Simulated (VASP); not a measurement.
## P: single point with PBE

The system is P.

```
P
1.0
     1.72573    0.99635    3.12968
    -1.72573    0.99635    3.12968
     0.00000   -1.99270    3.12968
P
2
Direct
  0.77292 0.77292 0.77292
  0.22708 0.22708 0.22708
```

This isn't the form of P at room conditions, which is orthorhombic.

```
Program             : VASP 6.6.1
Task                : single point
Functional          : PBE
Potentials or basis : VASP PAW PBE potentials, release 64 (P)
Cutoff              : 520 eV
k mesh              : 5 × 5 × 5
Occupations         : fermi-dirac, width 0.03 eV
Spin                : no spin polarisation
```

| Item | Value |
| --- | --- |
| Pressure | 1.9 GPa |
| Largest force | 0.050 eV/Å |
| Band gap on the k mesh | none (metal or under the smearing width) |

Forces in eV/Å, atoms in the order of the input:
```
P    0.000  0.000 -0.050
P    0.000  0.000  0.050
```

Stress tensor (GPa, compression positive):
```
2.37 0.00 0.00
0.00 2.37 0.00
0.00 0.00 0.97
```

Levels at points of the mesh, in eV from the Fermi level:
```tsv
k point	band 2	band 3	band 4	band 5	band 6	band 7	band 8	band 9
(0.00, 0.00, 0.00)	-3.67	-3.19	-2.92	-2.92	1.34	2.62	2.62	5.77
```

It took 9.2 s on 1 thread of Intel(R) Xeon(R) Platinum 8488C (Sapphire Rapids) (shared host), peak memory 0.14 GiB.

Caveat: the k mesh is coarse (spacing up to 0.44 Å⁻¹), so the values aren't converged.
